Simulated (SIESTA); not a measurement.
The system is TaN.

```
Ta N
1.0
     0.00000    2.21132    2.21132
     2.21132    0.00000    2.21132
     2.21132    2.21132    0.00000
Ta N
1 1
Direct
  0.50000 0.50000 0.50000
  0.00000 0.00000 0.00000
```

The cell comes from a database or a generator and needn't be the stable form of this composition.

Base run:

```yaml
Program: SIESTA 5.4.2
Functional: PBE
Potentials_or_basis: PseudoDojo 0.4 standard (PBE files)
Basis: DZDP (energy shift 0.003 Ry; two zetas on semicore shells)
Grid_cutoff: 800 Ry
Energy_shift: 0.003 Ry
k_mesh: 10 × 10 × 10
Occupations: fermi-dirac, width 0.05 eV
Spin: no spin polarisation
```

Its results: band gap on the k mesh none (metal or under the smearing width); pressure 2.5 GPa.

After a change of settings the same cell gave: band gap on the k mesh none (metal or under the smearing width); pressure 9.5 GPa. Which change was it?
A. basis from DZDP (energy shift 0.003 Ry; two zetas on semicore shells) to DZP (energy shift 0.003 Ry; two zetas on semicore shells)
B. basis from DZDP (energy shift 0.003 Ry; two zetas on semicore shells) to DZ (energy shift 0.003 Ry; two zetas on semicore shells)
C. basis from DZDP (energy shift 0.003 Ry; two zetas on semicore shells) to DZP (energy shift 0.003 Ry; two zetas on semicore shells); hubbard terms from none to Ta d U = 2 eV
D. basis from DZDP (energy shift 0.003 Ry; two zetas on semicore shells) to SZ (energy shift 0.003 Ry)

B.

Caveats: short orbitals over semicore shells can move pressures by several GPa; spin-orbit coupling is left out, which moves the levels of the heavy elements; the basis of atomic orbitals isn't converged, which shifts pressures, moduli and gaps; the basis has no polarisation orbitals (some runs).
